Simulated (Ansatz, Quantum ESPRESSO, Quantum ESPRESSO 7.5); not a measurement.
# LiH(001): dielectric constant from slabs in a field

Wanted: electronic and ionic screening from finite-field slabs, the first being LiH(001), 5 layers.

Method: plane-wave DFT, PBE, PseudoDojo norm-conserving pseudopotentials (geometry by Ansatz 0.2.0 with PAW datasets; geometry under PBE), in Quantum ESPRESSO 7.5.

### Step 1. The starting structure

The cell holds 10 atoms: 5 Li and 5 H. Cell: a = 2.828 Å, b = 2.828 Å, c = 24.000 Å, α = 90.0°, β = 90.0°, γ = 90.0°. It derives from LiH. Vacuum lies along c.

### Step 2. Geometry from Ansatz, 5 layers

The geometry comes first, from a plane-wave PAW code, so that the later runs on this slab share one structure.

input.yaml reads:

```yaml
crystal:
  lattice:
    - [2.8284271247, 0.0, 0.0]
    - [0.0, 2.8284271247, 0.0]
    - [0.0, 0.0, 24.0]
  atoms:
    - { symbol: Li, position: [0.0, 0.0, 0.3333333333] }
    - { symbol: H, position: [0.5, 0.5, 0.3333333333] }
    - { symbol: Li, position: [0.5, 0.5, 0.4166666667] }
    - { symbol: H, position: [0.0, 0.0, 0.4166666667] }
    - { symbol: Li, position: [0.0, 0.0, 0.5] }
    - { symbol: H, position: [0.5, 0.5, 0.5] }
    - { symbol: Li, position: [0.5, 0.5, 0.5833333333] }
    - { symbol: H, position: [0.0, 0.0, 0.5833333333] }
    - { symbol: Li, position: [0.0, 0.0, 0.6666666667] }
    - { symbol: H, position: [0.5, 0.5, 0.6666666667] }
kpoints:
  mp_grid: { grid: [8, 8, 1] }
hamiltonian:
  xc: pbe
scf:
  occupations: { method: fixed }
  convergence: { dr2_threshold: 1.0e-09 }
efield:
  axis: 3
  dipole_correction: true
  ramp_position: 0.97
  ramp_width: 0.04
relax:
  f_tol: 0.003
output:
  write_potential: true
  write_density: true
  volumetric_format: npy
```

The run is started by

```
$ ansatz run input.yaml --threads 4 --pin off --max-ram 8192MiB --backend cpu --events-out ev --progress --plain --runs-dir out
```

Numbers of over 12 decimals in the logs are rounded to 6 here.

The program printed:

```text
Engine: ansatz 0.2.0, aarch64-unknown-linux-gnu
Pseudopotentials: kind: paw
Pseudopotential: Li, paw, valence charge 3, recommended cutoff 420 eV (normal), Li.paw.azcp
Pseudopotential: H, paw, valence charge 1, recommended cutoff 420 eV (normal), H.paw.azcp
Functional definition: PBE
  parameter kappa = 0.804
  parameter beta = 0.066725
  exchange = pbe_x(kappa = kappa, mu = beta*pi^2/3)
  correlation = pbe_c(beta = beta)
Crystal: 10 atoms, lattice volume = 192.000 Å³
Basis set: ecut = 420 eV, 3773 PW (Γ), exchange–correlation on 40×40×324 points (8 copies of the dense FFT grid, shifted against one another)
Bands: 20, of which v1, the nominal top of the filled ones, is band 10 counted from 1 (9 counted from 0)
Symmetry: 8 space group operations
k-points: 15 of 64
Non-local potential: Li, projectors of the file, l = 0: 3, l = 1: 2, l = 2: 1
Non-local potential: H, projectors of the file, l = 0: 2, l = 1: 1
PAW form: soft (Blöchl's): semilocal exchange-correlation on the pseudo side does not see the compensation charge
PAW one-centre angular grid: Li, 110 points (default); XC on 64 Gauss nodes
PAW one-centre angular grid: H, 110 points (default); XC on 64 Gauss nodes
Initial density: superposition of atomic densities (neutral atoms: chi_scale 0, normalization atom), corrected by the library's trained network
Initial wavefunctions: pseudopotential atomic-orbital guess
Functional: x = pbe(κ = 0.804, μ = 0.219515), c = pbe(β = 0.066725)
SCF iter   1: F=—  HF=-1106.631788 eV  |F-HF|=—  |Δ(HF+E_count)|=         —  Δρ=1.12e-3  dr2=1.70e-2  ethr=1.77e-3  p=-0.000 e·Å  D=-3.35e-4 V/Å  ΔV_dip=0.01 eV  dr2_dipole=5.00e-7  V_vac-E_F(+/−)=4.11/4.10 eV  ⟨swp⟩=4.7  Hψ=1313  notcnv=0  defer=110
efield: sawtooth ramp at fractional position 0.9700 (set: `efield.ramp_position`, or a place that a band, a saddle search or an elastic batch's reference lends), width 0.0400; the density the first Hamiltonian is built on has a dipole p = -0.000 e·Å; the dipole correction subtracts the counter field D = -3.35e-4 V/Å, which shifts the + side's vacuum level by +0.01 eV against the − side's; the planar-averaged density in the ramp window peaks in size at 2.2e-5 e/Å³
preconditioner: auto → none  [insulator: Δε(μ)=2.251 eV  Ē_g=8.798 eV  n_scr=14 (ndim 8)  ℏωp=8.5 eV  f_vac=0.525  ε∞_Penn≈1.9]
SCF iter   2: F=—  HF=-1106.630861 eV  |F-HF|=—  |Δ(HF+E_count)|=   9.28e-4  Δρ=7.27e-4  dr2=5.85e-3  ethr=8.50e-5  p=0.000 e·Å  D=1.50e-4 V/Å  ΔV_dip=-0.00 eV  dr2_dipole=4.00e-7  V_vac-E_F(+/−)=4.12/4.13 eV  ⟨swp⟩=2.3  Hψ=487  notcnv=0  defer=119  κ⁻¹=1.0e0(r=1)
density mixer auto → broyden: gapped, with few screened modes (density of states about μ 0.01 of a free-electron gas's, 14 screened modes)
SCF iter   3: F=—  HF=-1106.629741 eV  |F-HF|=—  |Δ(HF+E_count)|=   1.12e-3  Δρ=3.01e-4  dr2=3.70e-4  ethr=2.93e-5  p=-0.000 e·Å  D=-1.34e-4 V/Å  ΔV_dip=0.00 eV  dr2_dipole=6.44e-8  V_vac-E_F(+/−)=4.01/4.01 eV  ⟨swp⟩=2.2  Hψ=309  notcnv=0  defer=116  κ⁻¹=9.0e-3(r=2)
SCF iter   4: F=—  HF=-1106.630097 eV  |F-HF|=—  |Δ(HF+E_count)|=   3.56e-4  Δρ=4.00e-5  dr2=5.03e-6  ethr=1.85e-6  p=0.000 e·Å  D=1.59e-4 V/Å  ΔV_dip=-0.00 eV  dr2_dipole=2.13e-7  V_vac-E_F(+/−)=3.92/3.93 eV  ⟨swp⟩=2.5  Hψ=333  notcnv=0  defer=119  κ⁻¹=1.8e-4(r=3)
SCF iter   5: F=—  HF=-1106.630101 eV  |F-HF|=—  |Δ(HF+E_count)|=   4.28e-6  Δρ=1.82e-5  dr2=1.41e-6  ethr=2.51e-8  p=-0.000 e·Å  D=-2.55e-4 V/Å  ΔV_dip=0.01 eV  dr2_dipole=5.57e-7  V_vac-E_F(+/−)=3.93/3.92 eV  ⟨swp⟩=2.0  Hψ=349  notcnv=0  defer=105  κ⁻¹=1.2e-4(r=4)
SCF iter   6: F=—  HF=-1106.630103 eV  |F-HF|=—  |Δ(HF+E_count)|=   2.25e-6  Δρ=8.38e-6  dr2=1.74e-7  ethr=7.04e-9  p=0.000 e·Å  D=3.66e-5 V/Å  ΔV_dip=-0.00 eV  dr2_dipole=1.26e-8  V_vac-E_F(+/−)=3.93/3.93 eV  ⟨swp⟩=1.4  Hψ=324  notcnv=0  defer=79  κ⁻¹=4.9e-6(r=5)
SCF iter   7: F=—  HF=-1106.630103 eV  |F-HF|=—  |Δ(HF+E_count)|=   1.60e-7  Δρ=2.13e-6  dr2=6.01e-9  ethr=8.68e-10  p=-0.000 e·Å  D=-2.46e-6 V/Å  ΔV_dip=0.00 eV  dr2_dipole=8.15e-12  V_vac-E_F(+/−)=3.93/3.93 eV  ⟨swp⟩=2.0  Hψ=307  notcnv=0  defer=87  κ⁻¹=3.5e-7(r=6)
SCF iter   8: F=-1106.630103 eV  HF=-1106.630103 eV  |F-HF|=4.42e-10  |Δ(HF+E_count)|=   3.58e-9  Δρ=3.77e-7  dr2=2.52e-10  ethr=5.00e-12  p=-0.000 e·Å  D=-2.40e-6 V/Å  ΔV_dip=0.00 eV  dr2_dipole=3.25e-12  V_vac-E_F(+/−)=3.93/3.93 eV  ⟨swp⟩=7.5  Hψ=1147  notcnv=0
SCF 1 converged in 8 iterations: F = -1106.630103 eV  dr2 = 2.52e-10
  greatest PAW one-centre occupation: 1.000 electrons in one spin orbital (limit 2), on the Li atom at site 8 (counted from 0), in its partial waves of l = 0
relax step   1: F+E_penalty+E_count = -1106.63010336 eV  Δ(F+E_penalty+E_count) = +0.000e0 eV  max|allowed force component| = 1.722e-1 eV/Å  Δτ_max = 0.0000 Å  (8 SCF iters, accepted)
Initial density: handed on by an earlier stage of this run
Initial wavefunctions: those handed on with the density
iter 1 solved again at ethr=1.64e-4 eV; its pass at ethr=3.10e-3 eV (dr2=3.27e-2 eV) is discarded
SCF iter   1: F=—  HF=-1106.607312 eV  |F-HF|=—  |Δ(HF+E_count)|=         —  Δρ=2.22e-3  dr2=3.30e-2  ethr=1.64e-4  p=-0.000 e·Å  D=-2.98e-7 V/Å  ΔV_dip=0.00 eV  dr2_dipole=2.10e-11  V_vac-E_F(+/−)=3.88/3.88 eV  ⟨swp⟩=1.2  Hψ=1338  notcnv=0  defer=90
efield: sawtooth ramp at fractional position 0.9700 (set: `efield.ramp_position`, or a place that a band, a saddle search or an elastic batch's reference lends), width 0.0400; the density the first Hamiltonian is built on has a dipole p = -0.000 e·Å; the dipole correction subtracts the counter field D = -2.98e-7 V/Å, which shifts the + side's vacuum level by +0.00 eV against the − side's; the planar-averaged density in the ramp window peaks in size at 8.5e-7 e/Å³
preconditioner: auto → none  [insulator: Δε(μ)=2.452 eV  Ē_g=8.991 eV  n_scr=14 (ndim 8)  ℏωp=8.5 eV  f_vac=0.530  ε∞_Penn≈1.9]
SCF iter   2: F=—  HF=-1106.603263 eV  |F-HF|=—  |Δ(HF+E_count)|=   4.05e-3  Δρ=1.15e-3  dr2=9.20e-3  ethr=1.64e-4  p=0.000 e·Å  D=2.85e-6 V/Å  ΔV_dip=-0.00 eV  dr2_dipole=9.62e-13  V_vac-E_F(+/−)=4.32/4.32 eV  ⟨swp⟩=2.5  Hψ=335  notcnv=0  defer=118  κ⁻¹=1.0e0(r=1)
density mixer auto → broyden: gapped, with few screened modes (density of states about μ 0.01 of a free-electron gas's, 14 screened modes)
SCF iter   3: F=—  HF=-1106.601675 eV  |F-HF|=—  |Δ(HF+E_count)|=   1.59e-3  Δρ=5.75e-4  dr2=4.12e-4  ethr=4.60e-5  p=0.000 e·Å  D=2.39e-6 V/Å  ΔV_dip=-0.00 eV  dr2_dipole=1.09e-11  V_vac-E_F(+/−)=4.30/4.30 eV  ⟨swp⟩=2.1  Hψ=455  notcnv=0  defer=118  κ⁻¹=1.6e-2(r=2)
[...]
SCF iter   6: F=—  HF=-1106.639459 eV  |F-HF|=—  |Δ(HF+E_count)|=   4.32e-7  Δρ=4.14e-6  dr2=1.76e-8  ethr=5.29e-9  p=0.000 e·Å  D=4.34e-6 V/Å  ΔV_dip=-0.00 eV  dr2_dipole=1.61e-10  V_vac-E_F(+/−)=4.10/4.10 eV  ⟨swp⟩=2.5  Hψ=401  notcnv=0  defer=68  κ⁻¹=4.5e-7(r=5)
SCF iter   7: F=—  HF=-1106.639459 eV  |F-HF|=—  |Δ(HF+E_count)|=   9.04e-9  Δρ=8.84e-7  dr2=2.15e-9  ethr=8.81e-11  p=-0.000 e·Å  D=-9.25e-6 V/Å  ΔV_dip=0.00 eV  dr2_dipole=7.12e-10  V_vac-E_F(+/−)=4.10/4.10 eV  ⟨swp⟩=2.1  Hψ=327  notcnv=0  defer=67  κ⁻¹=1.6e-7(r=6)
SCF iter   8: F=-1106.639459 eV  HF=-1106.639459 eV  |F-HF|=2.33e-10  |Δ(HF+E_count)|=  2.43e-10  Δρ=2.80e-7  dr2=3.40e-10  ethr=5.00e-12  p=0.000 e·Å  D=3.50e-6 V/Å  ΔV_dip=-0.00 eV  dr2_dipole=1.07e-10  V_vac-E_F(+/−)=4.10/4.10 eV  ⟨swp⟩=6.8  Hψ=1050  notcnv=0
SCF 3 converged in 8 iterations: F = -1106.639459 eV  dr2 = 3.40e-10
  greatest PAW one-centre occupation: 1.000 electrons in one spin orbital (limit 2), on the Li atom at site 0 (counted from 0), in its partial waves of l = 0
relax step   3: F+E_penalty+E_count = -1106.63945941 eV  Δ(F+E_penalty+E_count) = -9.356e-3 eV  max|allowed force component| = 1.269e-2 eV/Å  Δτ_max = 0.0487 Å  (8 SCF iters, accepted)
SCF iter   1: F=—  HF=-1106.639610 eV  |F-HF|=—  |Δ(HF+E_count)|=         —  Δρ=2.81e-4  dr2=2.70e-4  ethr=6.50e-6  p=0.000 e·Å  D=3.63e-6 V/Å  ΔV_dip=-0.00 eV  dr2_dipole=3.95e-10  V_vac-E_F(+/−)=4.10/4.10 eV  ⟨swp⟩=2.2  Hψ=613  notcnv=0  defer=120
efield: sawtooth ramp at fractional position 0.9700 (set: `efield.ramp_position`, or a place that a band, a saddle search or an elastic batch's reference lends), width 0.0400; the density the first Hamiltonian is built on has a dipole p = 0.000 e·Å; the dipole correction subtracts the counter field D = 3.63e-6 V/Å, which shifts the + side's vacuum level by -0.00 eV against the − side's; the planar-averaged density in the ramp window peaks in size at 2.7e-6 e/Å³
preconditioner: auto → none  [insulator: Δε(μ)=2.347 eV  Ē_g=8.966 eV  n_scr=14 (ndim 8)  ℏωp=8.5 eV  f_vac=0.524  ε∞_Penn≈1.9]
SCF iter   2: F=—  HF=-1106.639547 eV  |F-HF|=—  |Δ(HF+E_count)|=   6.29e-5  Δρ=7.90e-5  dr2=3.72e-5  ethr=1.35e-6  p=-0.000 e·Å  D=-1.00e-5 V/Å  ΔV_dip=0.00 eV  dr2_dipole=3.69e-10  V_vac-E_F(+/−)=4.08/4.08 eV  ⟨swp⟩=1.5  Hψ=431  notcnv=0  defer=86  κ⁻¹=1.0e0(r=1)
density mixer auto → broyden: gapped, with few screened modes (density of states about μ 0.01 of a free-electron gas's, 14 screened modes)
SCF iter   3: F=—  HF=-1106.639539 eV  |F-HF|=—  |Δ(HF+E_count)|=   8.32e-6  Δρ=6.01e-5  dr2=7.07e-6  ethr=1.86e-7  p=0.000 e·Å  D=7.31e-7 V/Å  ΔV_dip=-0.00 eV  dr2_dipole=1.41e-10  V_vac-E_F(+/−)=4.09/4.09 eV  ⟨swp⟩=1.9  Hψ=301  notcnv=0  defer=64  κ⁻¹=5.3e-2(r=2)
SCF iter   4: F=—  HF=-1106.639536 eV  |F-HF|=—  |Δ(HF+E_count)|=   2.15e-6  Δρ=2.22e-5  dr2=6.03e-7  ethr=3.54e-8  p=-0.000 e·Å  D=-5.87e-6 V/Å  ΔV_dip=0.00 eV  dr2_dipole=5.27e-11  V_vac-E_F(+/−)=4.09/4.09 eV  ⟨swp⟩=1.8  Hψ=282  notcnv=0  defer=60  κ⁻¹=4.2e-3(r=3)
SCF iter   5: F=—  HF=-1106.639537 eV  |F-HF|=—  |Δ(HF+E_count)|=   4.37e-7  Δρ=1.94e-6  dr2=5.05e-9  ethr=3.01e-9  p=0.000 e·Å  D=4.30e-7 V/Å  ΔV_dip=-0.00 eV  dr2_dipole=1.17e-10  V_vac-E_F(+/−)=4.09/4.09 eV  ⟨swp⟩=1.4  Hψ=258  notcnv=0  defer=58  κ⁻¹=7.7e-5(r=4)
SCF iter   6: F=-1106.639537 eV  HF=-1106.639537 eV  |F-HF|=3.89e-10  |Δ(HF+E_count)|=   2.04e-9  Δρ=4.32e-7  dr2=6.29e-10  ethr=5.00e-12  p=-0.000 e·Å  D=-9.01e-6 V/Å  ΔV_dip=0.00 eV  dr2_dipole=2.70e-10  V_vac-E_F(+/−)=4.09/4.09 eV  ⟨swp⟩=7.3  Hψ=1136  notcnv=0
SCF 4 converged in 6 iterations: F = -1106.639537 eV  dr2 = 6.29e-10
relax step   4: F+E_penalty+E_count = -1106.63953690 eV  Δ(F+E_penalty+E_count) = -7.749e-5 eV  max|allowed force component| = 2.434e-3 eV/Å  Δτ_max = 0.0057 Å  (6 SCF iters, accepted)
NSCF: frozen V_eff on 15 k-points
the band table was solved once a step of the walk had ended and its energy, with any forces and stress, was formed, with the checks that follow a solve (2343 applications of the Hamiltonian). They found nothing against the state; the energy, forces and stress were not computed again (output.eigenvalues in the input reference)
WARN: The output density's exchange-correlation potential varies sharply where the density is thin. Do not read a vacuum level from v_tot or v_xc, or from such a field of the output density. On a cell that repeats whose density bears no net charge and no dipole along the vacuum's axis use v_es (v_loc + v_h of the components); under efield.dipole_correction with no amplitude use v_es + v_field, which holds any externa [...]
SCF converged after 6 iterations
Stability not checked: this state was not tested for a lower state beside it, because the mixer in use, unlike msr1, does not test its closes by its own steps (another_mixer; see scf.mixing.algorithm and scf.lower_state_search)
Free energy (F): -1106.639537 eV
Harris-Foulkes:  -1106.639537 eV  (|F-HF|=3.89e-10)
Internal energy: -1106.639537 eV  (E = F + TS)
E sigma→0 (E₀):  -1106.639537 eV
Fermi energy:    -1.883578 eV
Dipole field:    D = 0.000014 V/Å  (p = 0.000014 e·Å, saw-weighted, corrected)
Work function:   Φ+ = 4.0908 eV   Φ− = 4.0912 eV
Levels:          The Fermi level and band energies are counted from a zero that moves with the ramp; work functions are not
--- Per-component energies (eV) ---
  E_band       = -511.062539
  E_kinetic    = 178.933009
  E_local      = -6956.747347  (includes V_loc(G=0)·N_el)
  E_nonlocal   = -158.732415
  E_hartree    = 3311.009851
  E_xc         = -100.532708
  E_vxc        = -129.719658  (∫ρ·V_xc dr)
  E_paw        = -107.712361  (= ΣΔE_a)
  E_vpaw       = -66.810513  (= ΣTr[D̂ρ^β])
  E_aug_tail   = -0.005724  (compensation charges beyond the density's cutoff)
  E_efield     = 0.000000  (sawtooth field / dipole correction)
  E_vefield    = -0.000065  (∫n·V_field dr)
  E_ewald      = 2727.148158
  E_smearing   = -0.000000  (= −TS)
  E_closure    = 0.000000  (closes the sum)
  Σ components = -1106.639537   (vs F -1106.639537, Δ=0.00e0)
--- Forces (eV/Å), atoms counted from 1 ---
  atom   1  Li    -0.00000000     0.00000000     0.00065632
  atom   2  H     -0.00000000     0.00000000     0.00240892
  atom   3  Li     0.00000000     0.00000000    -0.00100659
  atom   4  H      0.00000000     0.00000000    -0.00091070
  atom   5  Li    -0.00000000     0.00000000     0.00002252
  atom   6  H     -0.00000000     0.00000000    -0.00002840
  atom   7  Li    -0.00000000     0.00000000     0.00104592
  atom   8  H     -0.00000000     0.00000000     0.00086282
  atom   9  Li     0.00000000     0.00000000    -0.00063181
  atom  10  H      0.00000000     0.00000000    -0.00243548
  max |Σ_I F_I| component: 1.65e-5 eV/Å
--- Band table (eV; the first three rows and the last of 15) ---
  k-point 0: bands = [... 6 lower, -6.9307, -5.9288, -4.6753, -3.2587, 0.4576, 1.1900, 2.3913, 2.4249, ... 6 higher]
  k-point 1: bands = [... 6 lower, -6.7614, -5.7795, -4.5635, -3.2318, 0.7457, 1.3959, 2.6435, 2.6956, ... 6 higher]
  k-point 2: bands = [... 6 lower, -6.2746, -5.3762, -4.3200, -3.3202, 1.6035, 1.9309, 3.1372, 3.4779, ... 6 higher]
  k-point 14: bands = [... 6 lower, -2.4674, -2.4079, -1.8988, -1.8836, 0.9246, 0.9246, 1.7536, 1.7536, ... 6 higher]
--- Relaxed structure (4 steps of the walk, 3 accepted, 0 SCFs on fresh bases) ---
  F+E_penalty+E_count = -1106.63953690 eV   max|allowed force component| = 2.434e-3 eV/Å
  atoms:
    - { symbol: Li, position: [0, 0.0, 0.335482] }
    - { symbol: H, position: [0.5, 0.5, 0.333157] }
    - { symbol: Li, position: [0.5, 0.5, 0.416594] }
    - { symbol: H, position: [0, 0.0, 0.416850] }
    - { symbol: Li, position: [0, 0.0, 0.500000] }
    - { symbol: H, position: [0.5, 0.5, 0.500000] }
    - { symbol: Li, position: [0.5, 0.5, 0.583406] }
    - { symbol: H, position: [0, 0.0, 0.583150] }
    - { symbol: Li, position: [0, 0.0, 0.664518] }
    - { symbol: H, position: [0.5, 0.5, 0.666843] }
```

It took 4.9 s on 4 threads of Arm Neoverse V1, shared host; peak memory 0.4 GiB; 18 s of CPU time.

Relaxation path:

```tsv
step	energy less that of the first step (eV)	largest force component (eV/Å)
1	0.0000	0.1722
2	0.0279	0.2949
3	-0.0094	0.0127
4	-0.0094	0.0024
```

Relaxation step 2 was tried and not accepted.

The atoms that moved most (Å):

```tsv
atom	dx	dy	dz	length
Li9	0.000	0.000	-0.052	0.052
Li1	0.000	0.000	0.052	0.052
```

Numbers from this step:

- free energy: -1106.6395 eV
- gap by band count: 2.341 eV
- symmetry operations: 8
- dipole along the normal: 1.44e-5 e·Å
- valence top, on the run's zero: -1.884 eV
- vacuum level at the upper face over the valence top of the mesh: 4.091 eV
- vacuum level at the lower face over the valence top of the mesh: 4.091 eV

(Continued in part 2 of 7.)

[Logs are printed without paths, hosts, clocks, repeated set-up lines and the standing remarks that a program may print on its own settings, such as how far it seeks lower states.]

[Hosts, paths, dates, database ids (printed as entryN), source tags and the programs' standing remarks are cut or masked in the printed files.]

[Maps of the electrostatic potential energy from Ansatz leave out the sawtooth potential of an applied field or a dipole correction, so their vacuum need not be flat; planar profiles and work functions include it.]
